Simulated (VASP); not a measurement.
The system is Ni.

```
CELL_PARAMETERS angstrom
2.36993 0.00000 0.00000
-1.18496 2.05242 0.00000
0.00000 0.00000 2.21440
ATOMIC_POSITIONS crystal
Ni 0.00000 0.00000 0.00000
```

The cell was built by a generator and needn't be a form met in nature.

```yaml
Program: VASP 6.6.1
Task: relaxation of cell and atoms
Functional: PBEsol
Potentials_or_basis: VASP PAW PBE potentials, release 64 (Ni)
Cutoff: 600 eV
k_mesh: 9 × 9 × 8
Occupations: gaussian, width 0.1 eV
Spin: collinear spin, typed start
Starting_moments: "[0.6] μB"
```

At the start: pressure 8.8 GPa; volume 10.77 Å³/atom.

Q: How do energy, volume and symmetry change on relaxing?

A: Over 6 steps the energy falls by 28.0 meV/atom and the volume is 11.24 Å³/atom (+4.4 %); space group P6/mmm (No. 191, to 0.05 Å); moment 0.53 μB per cell.

The path:
| step | energy change (eV) | largest force (eV/Å) | pressure (GPa) | volume (Å³) |
| --- | --- | --- | --- | --- |
| 1 | 0.0000 | 0.0000 | 8.78 | 10.77 |
| 2 | -0.0153 | 0.0000 | -6.22 | 11.70 |
| 3 | -0.0277 | 0.0000 | -1.06 | 11.30 |
| 4 | -0.0277 | 0.0000 | -0.73 | 11.29 |
| 5 | -0.0279 | 0.0000 | 0.88 | 11.22 |
| 6 | -0.0280 | 0.0000 | 0.26 | 11.24 |

Final structure:
```
CELL_PARAMETERS angstrom
2.37415 0.00000 0.00000
-1.18707 2.05607 0.00000
0.00000 0.00000 2.30339
ATOMIC_POSITIONS crystal
Ni 0.00000 0.00000 0.00000
```

Caveat: the PAW data sets were made with another functional, which shifts forces and pressure a little.
